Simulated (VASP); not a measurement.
# PbSe: single point with r2SCAN

The system is PbSe.

```xyz
4
Lattice="5.1741 0.0000 0.0000 -2.5871 4.4809 0.0000 0.0000 0.0000 6.2133" Properties=species:S:1:pos:R:3 pbc="T T T"
Pb    0.0000    2.9873    1.5533
Pb    2.5871    1.4936    4.6600
Se    2.5871    1.4936    1.5533
Se    0.0000    2.9873    4.6600
```

The cell was built by a generator and needn't be a form met in nature.

| Property | Result |
| --- | --- |
| Program | VASP 6.6.1 |
| Task | single point |
| Functional | r2SCAN |
| Potentials or basis | VASP PAW PBE potentials, release 64 (Pb_d, Se) |
| Cutoff | 520 eV |
| k mesh | 6 × 6 × 4 |
| Occupations | gaussian, width 0.01 eV |
| Spin | no spin polarisation |
| Dipole correction | no |
| Further INCAR settings | ALGO = Normal; EDIFF = 1e-06; NBANDS = 28 |

```yaml
Pressure: 0.0 GPa
Band_gap_on_the_k_mesh: 1.48 eV, direct
```

Levels at points of the mesh, in eV from the valence-band top:
```
           k point  band 17  band 18  band 19  band 20  band 21  band 22  band 23  band 24
(0.00, 0.00, 0.00)    -3.02    -1.82    -1.82    -1.81     1.96     1.96     3.46     3.46
(0.50, 0.00, 0.00)    -2.82    -2.22    -2.13    -0.66     2.93     3.44     4.35     4.41
(0.00, 0.00, 0.50)    -2.44    -2.44    -1.33    -1.33     2.36     2.36     2.36     2.36
(0.50, 0.00, 0.50)    -1.80    -1.80    -0.68    -0.68     1.68     1.68     3.18     3.18
```

Wall time 2.1 min on 1 thread of Intel(R) Xeon(R) 6975P-C (Granite Rapids), on a shared host, peak memory 0.33 GiB.

Caveat: the PAW data sets were made with another functional, which shifts forces and pressure a little; spin-orbit coupling is left out, which as a rule narrows the gap of such compounds by several tenths of an eV. A k mesh can miss the band edges.
